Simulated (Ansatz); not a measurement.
Reactions of C4H8Si (`C=C=C[SiH2]C`).

Gas-phase electronic energies from Ansatz, PBE0-D4/def2-TZVP geometries. CCSD(T)/CBS is the MP2 limit (def2-TZVPP, def2-QZVPP) plus CCSD(T) − MP2 in def2-TZVPP, frozen cores. This one scheme is used for every species, atoms too. DFT in def2-TZVPP. Open shells (•) are unrestricted, without spin–orbit coupling. Spin–orbit coupling would lower the free atoms: a little for C, Si. def2 core potentials past Kr. For Ge, Sn outer-core shells are correlated without core-valence functions, so the limit isn't a true one: a few kJ/mol of doubt a bond, and 10 to 20 or more in all where bonds break to atoms. Scalar relativity is left out up to krypton. Each species was taken in one conformer, which may not be the lowest.

| reaction | ωB97M-V (kJ/mol) | MP2/CBS(def2) (kJ/mol) | ωB97X-V (kJ/mol) | B2PLYP (kJ/mol) | CCSD(T)/CBS(def2) (kJ/mol) |
| --- | --- | --- | --- | --- | --- |
| `C=C=C[SiH2]C` → `C=C=C` + `C[SiH]` | 246 | 274 | 260 | 244 | 251 |
| `C=C=C[SiH2]C` + `F[Si]1([SiH3])CS1` → `C=C=C[SiH2][SiH3]` + `C[Si]1(F)CS1` | -4 | -2 | -5 | -5 | -4 |
| `C=C=C[SiH2]C` + `C[SiH](F)C=N` → `C=C=C[SiH](C)F` + `C[SiH2]C=N` | -3 | -3 | -3 | -3 | -3 |
| `C=C=C[SiH2]C` → 4 C• + 8 H• + Si• | 5129 | 5161 | 5119 | 5071 | 5106 |
| `C=C=C[SiH2]C` + `[SiH3][O][GeH3]` → `C[SiH2][O][GeH3]` + `C=C=C[SiH3]` | -4 | -3 | -4 | -5 | -4 |
| `C=C=C[SiH2]C` → `C#CC[SiH2]C` | 18 | -1 | 17 | 16 | 11 |
| `C=C=C[SiH2]C` + `FCSS` → `C[SiH2]CSS` + `C=C=CF` | 35 | 37 | 35 | 38 | 34 |
| `C=C=C[SiH2]C` + `CC[NH][SnH3]` → `C[SiH2][NH][SnH3]` + `C=C=CCC` | -86 | -91 | -85 | -86 | -89 |
| `C=C=C[SiH2]C` + trifluoromethane → `C[SiH2]C(F)(F)F` + `C=C=C` | 37 | 50 | 37 | 42 | 42 |
| `C=C=C[SiH2]C` → `C=CC(=C)[SiH3]` | 11 | 3 | 8 | 6 | 0 |

Largest T1 diagnostic: 0.013, for `F[Si]1([SiH3])CS1`.
